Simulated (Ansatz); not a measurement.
The system is Ga.

```
CELL_PARAMETERS angstrom
1.45000 -4.06500 0.00000
1.45000 4.06500 0.00000
0.00000 0.00000 3.17000
ATOMIC_POSITIONS crystal
Ga 0.13300 0.86700 0.75000
Ga 0.86700 0.13300 0.25000
```

This isn't the form of Ga at room conditions, which is orthorhombic.

Base run:

- Program: Ansatz 0.2.0
- Functional: PBE
- Potentials or basis: all-electron LAPW, scalar-relativistic
- Cutoff: 257 eV (chosen from the basis error)
- Basis error allowed: 0.001 eV/atom
- k mesh: 10 × 10 × 8
- Occupations: fermi-dirac, width 0.05 eV
- Spin: no spin polarisation

Its results: band gap on the k mesh none (metal or under the smearing width); pressure 1.5 GPa; largest force 0.212 eV/Å.

**Question.** The run is repeated on the same cell with these changes: functional from PBE to PBEsol; occupations from fermi-dirac, width 0.05 eV to gaussian, width 0.1 eV. What comes out?

**Answer.** Band gap on the k mesh none (metal or under the smearing width); pressure -2.1 GPa; largest force 0.211 eV/Å.
